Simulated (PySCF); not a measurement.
Species: C4H10O.
Numbering: `[CH3:1][CH2:2][CH2:3][CH2:4][OH:5]` (hydrogens: H6, H7, H8 on C1; H9, H10 on C2; H11, H12 on C3; H13, H14 on C4; H15 on O5)

Jobs on this species (15 atoms, 42 electrons) with PySCF (density fitting). Hardware of each: one thread of an x86-64 server, shared host. Other jobs ran on the host; a repeat could differ by tens of per cent or more.

| level and settings | work | basis functions | SCF cycles | wall time |
| --- | --- | --- | --- | --- |
| B3LYP/pcJ-1 | spin–spin couplings from 14 perturbed nuclei, spin–dipole term left out | 235 | ? | ? |
| HF/def2-SVPD | 10 singlets by TDHF, 4 Tamm–Dancoff triplets, polarisability, ΔSCF ions | 183 | 10 | 18 s |
| wB97X-D/def2-SVPD | 10 singlets by full TDDFT, 4 Tamm–Dancoff triplets, polarisability, ΔSCF ions | 183 | 12 | 33 s |
| mPW1PW91/pcSseg-1 | shieldings | 135 | 12 | 16 s |
| B3LYP/pcSseg-1 | shieldings | 135 | 12 | 16 s |
| LDA/pcSseg-1 | shieldings | 135 | 13 | 20 s |
| PBE/def2-SVPD | 10 singlets by full TDDFT, 4 Tamm–Dancoff triplets, polarisability, ΔSCF ions | 183 | 14 | 34 s |
| B97-D/pcSseg-1 | shieldings | 135 | 14 | 33 s |
| OPBE/pcSseg-1 | shieldings | 135 | 14 | 33 s |

Fill in the missing figures.

- B3LYP/pcJ-1; spin–spin couplings from 14 perturbed nuclei, spin–dipole term left out: 20 s, 12 SCF cycles

What do all jobs in the table cost together?

About 3.7 min; the longest takes about 15 % of that, and about 2.1 times as long as the shortest.
